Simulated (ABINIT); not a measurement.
# NiO (Fm-3m) in ABINIT: a series of runs

One crystal, NiO, is run at these levels: AM05, revPBE, PW91, WC; tasks: band structure.

All numbers are computed with ABINIT 10.8.3 (patched build); they aren't measurements. Logs are shortened: lines on timing, memory, paths and dates and some standing lists are left out, and cuts for length are marked. The log counts tension as positive stress, the text compression.

### Step 1. The crystal as given

It takes space group Fm-3m (No. 225, cubic). The conventional cell has a = 4.172 Å, b = 4.172 Å, c = 4.172 Å, α = 90.00°, β = 90.00°, γ = 90.00°. Around Ni (site symmetry m-3m) lie 6 O at 2.09 Å. O (site symmetry m-3m) is surrounded by 6 Ni at 2.09 Å.

### Step 2. Band structure, AM05, collinear spin, ferromagnetic start

Input file run.abi:

```
# Datasets: ground state, then fixed potential
ndtset 2

# Pseudopotentials
pp_dirpath "./"
pseudos "Ni.GGA_PBE-JTH.xml, O.GGA_PBE-JTH.xml"

# Structure
acell 5.5745227313 5.5745227313 5.5745227313
rprim
     0.0000000000     0.7071067812     0.7071067812
     0.7071067812     0.0000000000     0.7071067812
     0.7071067812     0.7071067812     0.0000000000
ntypat 2
znucl 28 8
natom 2
typat 1 2
xcart
     0.0000000000     0.0000000000     0.0000000000
     2.0859016414     2.0859016414     2.0859016414 Angstrom

# Plane-wave basis
ecut 1333.357926 eV
pawecutdg 73.5
pawxcdev 0

# Exchange and correlation
ixc -120135

# Bands and occupations
occopt 3
tsmear 0.05 eV

# Spin
nsppol 2
spinat
     0.0000000000     0.0000000000     1.0000000000
     0.0000000000     0.0000000000     0.0000000000

# SCF cycle
nstep 100

# Output
iomode 3
prtwf 0
prteig 0
prtebands 0
prtden1 1

# Dataset 1
kptopt1 1
ngkpt1 9 9 9
nshiftk1 1
shiftk1 0.0 0.0 0.0
nband1 17
tolvrs1 1.0e-9

# Dataset 2: bands along G-X-W-K-G-L-U-W-L-K
iscf2 -2
getden2 1
nband2 23
nbdbuf2 4
tolwfr2 1.0e-11
kptopt2 -9
ndivsm2 8
prteig2 1
kptbounds2
     0.0000000000     0.0000000000     0.0000000000
     0.5000000000     0.0000000000     0.5000000000
     0.5000000000     0.2500000000     0.7500000000
     0.3750000000     0.3750000000     0.7500000000
     0.0000000000     0.0000000000     0.0000000000
     0.5000000000     0.5000000000     0.5000000000
     0.6250000000     0.2500000000     0.6250000000
     0.5000000000     0.2500000000     0.7500000000
     0.5000000000     0.5000000000     0.5000000000
     0.3750000000     0.3750000000     0.7500000000
```

Potentials or basis: JTH PAW PBE v2.0.

The run is started by

```sh
> abinit run.abi > log 2>&1
```

run.abo:

```text
.Version 10.8.3 of ABINIT
 DATASET    1 : space group Fm -3 m (#225); Bravais cF (face-center cubic)
================================================================================
 Values of the parameters that define the memory need for DATASET  1.
     intxc =       0    ionmov =       0      iscf =      17    lmnmax =      18
     lnmax =       6     mgfft =      36  mpssoang =       3    mqgrid =    3001
     natom =       2  nloc_mem =       2    nspden =       2   nspinor =       1
    nsppol =       2      nsym =      48    n1xccc =       1    ntypat =       2
    occopt =       3   xclevel =       2
       mpw =        2020          nfft =       46656          nkpt =          35
 PAW method is used; the additional fine FFT grid is defined by:
   mgfftf=        45    nfftf =     91125
================================================================================
================================================================================

 DATASET    2 : space group Fm -3 m (#225); Bravais cF (face-center cubic)
================================================================================
 Values of the parameters that define the memory need for DATASET  2.
     intxc =       0    ionmov =       0      iscf =      -2    lmnmax =      18
     lnmax =       6     mgfft =      36  mpssoang =       3    mqgrid =    3001
     natom =       2  nloc_mem =       2    nspden =       2   nspinor =       1
    nsppol =       2      nsym =      48    n1xccc =       1    ntypat =       2
    occopt =       3   xclevel =       2
       mpw =        2040          nfft =       46656          nkpt =         139
 PAW method is used; the additional fine FFT grid is defined by:
   mgfftf=        45    nfftf =     91125
================================================================================
================================================================================

--------------------------------------------------------------------------------
------------- Echo of variables that govern the present computation ------------
--------------------------------------------------------------------------------
 -outvars: echo values of preprocessed input variables --------
            acell      5.5745227313E+00  5.5745227313E+00  5.5745227313E+00 Bohr
              amu      5.86900000E+01  1.59994000E+01
             ecut      4.90000000E+01 Hartree
           getden1          0
           getden2          1
             iscf1         17
             iscf2         -2
                       outvar_i_n : Printing only first  50 k-points.
              ixc     -120135
           jdtset        1    2
                       outvar_i_n : Printing only first  50 k-points.
           kptopt1          1
           kptopt2         -9
         kptrlatt        9    0    0      0    9    0      0    0    9
          kptrlen1     5.01707046E+01
          kptrlen2     3.00000000E+01
            natom           2
            nband1         17
            nband2         23
           nbdbuf1          0
           nbdbuf2          4
           ndtset           2
           ndivsm1          0
           ndivsm2          8
            ngfft          36      36      36
          ngfftdg          45      45      45
             nkpt1         35
             nkpt2        139
           nspden           2
           nsppol           2
            nstep         100
             nsym          48
           ntypat           2
           occopt           3
        pawecutdg      7.35000000E+01 Hartree
         pawxcdev           0
        prtebands           0
           prteig1          0
           prteig2          1
[... 2535 lines left out ...]
...

 Integrated electronic and magnetization densities in atomic spheres:
 ------------------------------------------------------------------------------------------------------------
 Radius=ratsph(iatom), smearing ratsm=  0.0000. Diff(up-dn)=approximate z local magnetic moment.
    Atom    Radius    up_density   dn_density  Total(up+dn)  Diff(up-dn)
    1 Ni   1.81432     8.076614     7.712235     15.788849     0.364379
    2  O   1.41465     2.257060     2.199183      4.456243     0.057877
 ------------------------------------------------------------------------------------------------------------
  Sum:                10.333674     9.911418     20.245092     0.422256
 Total magnetization (from the atomic spheres):                0.422256
 Total magnetization (exact up - dn):                          0.440852

================================================================================

 ----iterations are completed or convergence reached----

 Mean square residual over all n,k,spin=   39.849E-13; max=  99.978E-13
 reduced coordinates (array xred) for    2 atoms
       0.000000000000      0.000000000000      0.000000000000
       0.500000000000      0.500000000000      0.500000000000

 cartesian coordinates (angstrom) at end:
    1      0.00000000000000     0.00000000000000     0.00000000000000
    2      2.08590164003910     2.08590164003910     2.08590164003910
 length scales=  5.574522731300  5.574522731300  5.574522731300 bohr
              =  2.949910389063  2.949910389063  2.949910389063 angstroms
 Eigenvalues (hartree) for nkpt= 139  k points, SPIN UP:
 kpt#   1, nband= 23, wtk=  1.00000, kpt=  0.0000  0.0000  0.0000 (reduced coord)
  -3.43334   -1.98806   -1.98806   -1.98806   -0.40818    0.22528    0.22528    0.22528
   0.27030    0.27030    0.27030    0.27336    0.27336    0.40010    0.98828    1.03612
   1.03612    1.03612    1.17033    1.17033    1.17033    1.29216    1.29216
 kpt#   2, nband= 23, wtk=  1.00000, kpt=  0.0217  0.0000  0.0217 (reduced coord)
  -3.43334   -1.98807   -1.98807   -1.98807   -0.40791    0.22123    0.22446    0.22446
   0.27012    0.27117    0.27117    0.27343    0.27630    0.40187    0.98026    1.03365
   1.03365    1.04549    1.15980    1.17403    1.17403    1.29253    1.30157
 kpt#   3, nband= 23, wtk=  1.00000, kpt=  0.0435  0.0000  0.0435 (reduced coord)
  -3.43334   -1.98809   -1.98808   -1.98808   -0.40710    0.21137    0.22221    0.22221
   0.26959    0.27360    0.27360    0.27362    0.28286    0.40710    0.96452    1.02700
   1.02700    1.06530    1.13465    1.18438    1.18438    1.29365    1.32332
 kpt#   4, nband= 23, wtk=  1.00000, kpt=  0.0652  0.0000  0.0652 (reduced coord)
  -3.43334   -1.98811   -1.98809   -1.98809   -0.40578    0.19886    0.21896    0.21896
   0.26872    0.27394    0.27711    0.27711    0.29009    0.41556    0.94755    1.01775
   1.01775    1.08902    1.10308    1.19979    1.19979    1.29551    1.34912
 kpt#   5, nband= 23, wtk=  1.00000, kpt=  0.0870  0.0000  0.0870 (reduced coord)
[... 524 lines left out ...]
  -3.43320   -1.98902   -1.98874   -1.98839   -0.35201    0.08369    0.11247    0.14723
   0.28242    0.30383    0.31135    0.32310    0.34891    0.65025    0.68679    0.74007
   0.91289    1.06309    1.25728    1.38375    1.44623    1.50143    1.54047
 kpt# 137, nband= 23, wtk=  1.00000, kpt=  0.3929  0.3929  0.7143 (reduced coord)
  -3.43320   -1.98899   -1.98879   -1.98840   -0.35169    0.09062    0.10882    0.14903
   0.27959    0.30454    0.31181    0.31923    0.34412    0.64631    0.69750    0.73331
   0.91787    1.04910    1.26488    1.40106    1.44798    1.50729    1.57025
 kpt# 138, nband= 23, wtk=  1.00000, kpt=  0.3839  0.3839  0.7321 (reduced coord)
  -3.43320   -1.98899   -1.98880   -1.98842   -0.35152    0.09633    0.10645    0.15094
   0.27662    0.30528    0.31244    0.31637    0.33928    0.64003    0.70963    0.72797
   0.92208    1.03674    1.27504    1.41585    1.44541    1.51114    1.60478
 kpt# 139, nband= 23, wtk=  1.00000, kpt=  0.3750  0.3750  0.7500 (reduced coord)
  -3.43320   -1.98901   -1.98879   -1.98844   -0.35154    0.09696    0.10923    0.15296
   0.27355    0.30601    0.31281    0.31493    0.33447    0.63309    0.72099    0.72449
   0.92552    1.02600    1.28754    1.42838    1.44089    1.51294    1.63650
 Eigenvalues (hartree) for nkpt= 139  k points, SPIN DOWN:
 kpt#   1, nband= 23, wtk=  1.00000, kpt=  0.0000  0.0000  0.0000 (reduced coord)
  -3.41702   -1.97207   -1.97207   -1.97207   -0.40437    0.22982    0.22982    0.22982
   0.27989    0.27989    0.27989    0.29307    0.29307    0.40322    0.98791    1.03897
   1.03897    1.03897    1.17478    1.17478    1.17478    1.29761    1.29761
 kpt#   2, nband= 23, wtk=  1.00000, kpt=  0.0217  0.0000  0.0217 (reduced coord)
  -3.41702   -1.97208   -1.97207   -1.97207   -0.40409    0.22630    0.22905    0.22905
   0.27970    0.28072    0.28072    0.29313    0.29545    0.40501    0.98039    1.03652
   1.03652    1.04785    1.16427    1.17846    1.17846    1.29798    1.30700
 kpt#   3, nband= 23, wtk=  1.00000, kpt=  0.0435  0.0000  0.0435 (reduced coord)
  -3.41702   -1.97210   -1.97208   -1.97208   -0.40328    0.21729    0.22690    0.22690
   0.27915    0.28306    0.28306    0.29334    0.30112    0.41032    0.96519    1.02992
   1.02992    1.06713    1.13914    1.18874    1.18874    1.29907    1.32872
 kpt#   4, nband= 23, wtk=  1.00000, kpt=  0.0652  0.0000  0.0652 (reduced coord)
  -3.41702   -1.97212   -1.97209   -1.97209   -0.40194    0.20532    0.22376    0.22376
   0.27825    0.28649    0.28649    0.29368    0.30769    0.41893    0.94859    1.02071
   1.02071    1.09052    1.10755    1.20409    1.20409    1.30090    1.35454
 kpt#   5, nband= 23, wtk=  1.00000, kpt=  0.0870  0.0000  0.0870 (reduced coord)
[... 525 lines left out ...]
   0.29293    0.31450    0.32234    0.34060    0.36626    0.65391    0.69066    0.74320
   0.91627    1.06620    1.25885    1.38682    1.44984    1.50602    1.54358
 kpt# 137, nband= 23, wtk=  1.00000, kpt=  0.3929  0.3929  0.7143 (reduced coord)
  -3.41688   -1.97302   -1.97281   -1.97242   -0.34726    0.09435    0.11317    0.15643
   0.28982    0.31516    0.32279    0.33716    0.36165    0.65026    0.70109    0.73647
   0.92132    1.05224    1.26634    1.40404    1.45207    1.51208    1.57319
 kpt# 138, nband= 23, wtk=  1.00000, kpt=  0.3839  0.3839  0.7321 (reduced coord)
  -3.41688   -1.97302   -1.97283   -1.97244   -0.34708    0.09995    0.11075    0.15817
   0.28658    0.31588    0.32313    0.33495    0.35699    0.64408    0.71312    0.73116
   0.92557    1.03991    1.27641    1.41872    1.44983    1.51608    1.60776
 kpt# 139, nband= 23, wtk=  1.00000, kpt=  0.3750  0.3750  0.7500 (reduced coord)
  -3.41688   -1.97304   -1.97281   -1.97245   -0.34709    0.10045    0.11360    0.16001
   0.28326    0.31660    0.32318    0.33408    0.35233    0.63716    0.72451    0.72766
   0.92903    1.02921    1.28885    1.43110    1.44556    1.51798    1.64103

== END DATASET(S) ==============================================================
================================================================================

 -outvars: echo values of variables after computation  --------
            acell      5.5745227313E+00  5.5745227313E+00  5.5745227313E+00 Bohr
           etotal1    -1.8673829179E+02
            fcart1    -0.0000000000E+00 -0.0000000000E+00 -0.0000000000E+00
                      -0.0000000000E+00 -0.0000000000E+00 -0.0000000000E+00
            rprim      0.0000000000E+00  7.0710678120E-01  7.0710678120E-01
                       7.0710678120E-01  0.0000000000E+00  7.0710678120E-01
                       7.0710678120E-01  7.0710678120E-01  0.0000000000E+00
           strten1     3.8892234014E-04  3.8892234014E-04  3.8892234014E-04
                       0.0000000000E+00  0.0000000000E+00  0.0000000000E+00
           xangst      0.0000000000E+00  0.0000000000E+00  0.0000000000E+00
                       2.0859016400E+00  2.0859016400E+00  2.0859016400E+00
             xred      0.0000000000E+00  0.0000000000E+00  0.0000000000E+00
                       5.0000000000E-01  5.0000000000E-01  5.0000000000E-01
 Calculation completed.
```

Run time: 5.2 min. Hardware: 1 thread of Arm Neoverse V1, shared host; peak memory 0.32 GiB.

Results:

```yaml
Free_energy: -5081.4078 eV
Pressure: -11.4 GPa
Band_gap_on_the_k_mesh: none (metal or under the smearing width)
Net_moment: 0.44 μB per cell
Site_moments: Ni +0.36; O +0.06 μB
Valence_electrons_inside_the_program's_atomic_spheres: Ni 15.79; O 4.46
```

Levels at the corners of the path, in eV from the Fermi level:
Spin up:
| point | band 9 | band 10 | band 11 | band 12 | band 13 | band 14 | band 15 | band 16 | band 17 | band 18 |
| --- | --- | --- | --- | --- | --- | --- | --- | --- | --- | --- |
| Γ | -1.94 | -1.94 | -1.94 | -1.86 | -1.86 | 1.59 | 17.60 | 18.90 | 18.90 | 18.90 |
| X | -2.93 | -1.47 | -0.91 | -0.83 | -0.83 | 6.31 | 10.45 | 12.29 | 16.65 | 16.65 |
| W | -1.24 | -1.24 | -1.05 | -0.83 | -0.20 | 8.62 | 10.62 | 10.62 | 13.54 | 22.09 |
| K | -1.85 | -0.97 | -0.78 | -0.72 | -0.19 | 7.93 | 10.32 | 10.42 | 15.89 | 18.62 |
| Γ | -1.94 | -1.94 | -1.94 | -1.86 | -1.86 | 1.59 | 17.60 | 18.90 | 18.90 | 18.90 |
| L | -1.12 | -1.12 | -0.73 | 1.09 | 1.09 | 5.55 | 9.99 | 14.09 | 14.09 | 21.35 |
| U | -1.85 | -0.97 | -0.78 | -0.72 | -0.19 | 7.93 | 10.32 | 10.42 | 15.89 | 18.62 |
| W | -1.24 | -1.24 | -1.05 | -0.83 | -0.20 | 8.62 | 10.62 | 10.62 | 13.54 | 22.09 |
| L | -1.12 | -1.12 | -0.73 | 1.09 | 1.09 | 5.55 | 9.99 | 14.09 | 14.09 | 21.35 |
| K | -1.85 | -0.97 | -0.78 | -0.72 | -0.19 | 7.93 | 10.32 | 10.42 | 15.89 | 18.62 |
Spin down:
```csv
point,band 8,band 9,band 10,band 11,band 12,band 13,band 14,band 15,band 16,band 17
Γ,-3.04,-1.68,-1.68,-1.68,-1.32,-1.32,1.68,17.59,18.98,18.98
X,-4.34,-2.71,-0.91,-0.54,-0.54,-0.36,6.42,10.54,12.39,16.75
W,-5.67,-0.98,-0.98,-0.54,-0.49,0.29,8.75,10.71,10.71,13.63
K,-4.94,-1.59,-0.68,-0.50,-0.20,0.29,8.04,10.42,10.51,15.99
Γ,-3.04,-1.68,-1.68,-1.68,-1.32,-1.32,1.68,17.59,18.98,18.98
L,-5.34,-0.81,-0.81,-0.45,1.53,1.53,5.60,10.12,14.16,14.16
U,-4.94,-1.59,-0.68,-0.50,-0.20,0.29,8.04,10.42,10.51,15.99
W,-5.67,-0.98,-0.98,-0.54,-0.49,0.29,8.75,10.71,10.71,13.63
L,-5.34,-0.81,-0.81,-0.45,1.53,1.53,5.60,10.12,14.16,14.16
K,-4.94,-1.59,-0.68,-0.50,-0.20,0.29,8.04,10.42,10.51,15.99
```

Caveat: small starting moments can end in a higher magnetic state in this program; the PAW data sets were made with another functional, which shifts forces and pressure a little; a cell with one magnetic atom can't hold antiferromagnetic order, which such compounds often take; semilocal functionals often make such compounds metallic where correlation or magnetic order opens a gap, which also shifts bond lengths.

### Step 3. Band structure, revPBE, collinear spin, ferromagnetic start

Changes to run.abi since step 2:

```diff
@@ -27,3 +27,3 @@
 # Exchange and correlation
-ixc -120135
+ixc 14
```

Potentials or basis: JTH PAW PBE v2.0.

The run is started by

```sh
> abinit run.abi > log 2>&1
```

Wall time 5.2 min (1 thread of Arm Neoverse V1, shared host); peak memory 0.32 GiB.

Results (log left out):

| Property | Result |
| --- | --- |
| Free energy | -5084.8316 eV |
| Pressure | 2.5 GPa |
| Band gap on the k mesh | none (metal or under the smearing width) |
| Net moment | 0.00 μB per cell |
| Valence electrons inside the program's atomic spheres | Ni 15.79; O 4.49 |

Levels at the corners of the path, in eV from the Fermi level:
Spin up:
| point | band 8 | band 9 | band 10 | band 11 | band 12 | band 13 | band 14 | band 15 | band 16 | band 17 |
| --- | --- | --- | --- | --- | --- | --- | --- | --- | --- | --- |
| Γ | -3.17 | -1.89 | -1.89 | -1.89 | -1.54 | -1.54 | 1.62 | 17.80 | 19.02 | 19.02 |
| X | -4.44 | -2.87 | -1.14 | -0.79 | -0.79 | -0.62 | 6.43 | 10.59 | 12.44 | 16.81 |
| W | -5.78 | -1.20 | -1.20 | -0.79 | -0.75 | 0.07 | 8.74 | 10.76 | 10.76 | 13.66 |
| K | -5.06 | -1.79 | -0.93 | -0.75 | -0.45 | 0.06 | 8.05 | 10.46 | 10.56 | 16.05 |
| Γ | -3.17 | -1.89 | -1.89 | -1.89 | -1.54 | -1.54 | 1.62 | 17.80 | 19.02 | 19.02 |
| L | -5.47 | -1.05 | -1.05 | -0.69 | 1.29 | 1.29 | 5.66 | 10.11 | 14.24 | 14.24 |
| U | -5.06 | -1.79 | -0.93 | -0.75 | -0.45 | 0.06 | 8.05 | 10.46 | 10.56 | 16.05 |
| W | -5.78 | -1.20 | -1.20 | -0.79 | -0.75 | 0.07 | 8.74 | 10.76 | 10.76 | 13.66 |
| L | -5.47 | -1.05 | -1.05 | -0.69 | 1.29 | 1.29 | 5.66 | 10.11 | 14.24 | 14.24 |
| K | -5.06 | -1.79 | -0.93 | -0.75 | -0.45 | 0.06 | 8.05 | 10.46 | 10.56 | 16.05 |
Spin down:
| point | band 8 | band 9 | band 10 | band 11 | band 12 | band 13 | band 14 | band 15 | band 16 | band 17 |
| --- | --- | --- | --- | --- | --- | --- | --- | --- | --- | --- |
| Γ | -3.17 | -1.89 | -1.89 | -1.89 | -1.54 | -1.54 | 1.62 | 17.80 | 19.02 | 19.02 |
| X | -4.44 | -2.87 | -1.14 | -0.79 | -0.79 | -0.62 | 6.43 | 10.59 | 12.44 | 16.81 |
| W | -5.78 | -1.20 | -1.20 | -0.79 | -0.75 | 0.07 | 8.74 | 10.76 | 10.76 | 13.66 |
| K | -5.06 | -1.79 | -0.93 | -0.75 | -0.45 | 0.06 | 8.05 | 10.46 | 10.56 | 16.05 |
| Γ | -3.17 | -1.89 | -1.89 | -1.89 | -1.54 | -1.54 | 1.62 | 17.80 | 19.02 | 19.02 |
| L | -5.47 | -1.05 | -1.05 | -0.69 | 1.29 | 1.29 | 5.66 | 10.11 | 14.24 | 14.24 |
| U | -5.06 | -1.79 | -0.93 | -0.75 | -0.45 | 0.06 | 8.05 | 10.46 | 10.56 | 16.05 |
| W | -5.78 | -1.20 | -1.20 | -0.79 | -0.75 | 0.07 | 8.74 | 10.76 | 10.76 | 13.66 |
| L | -5.47 | -1.05 | -1.05 | -0.69 | 1.29 | 1.29 | 5.66 | 10.11 | 14.24 | 14.24 |
| K | -5.06 | -1.79 | -0.93 | -0.75 | -0.45 | 0.06 | 8.05 | 10.46 | 10.56 | 16.05 |

Caveat: small starting moments can end in a higher magnetic state in this program; the PAW data sets were made with another functional, which shifts forces and pressure a little; semilocal functionals often make such compounds metallic where correlation or magnetic order opens a gap, which also shifts bond lengths.

[end of part 1 of 2]
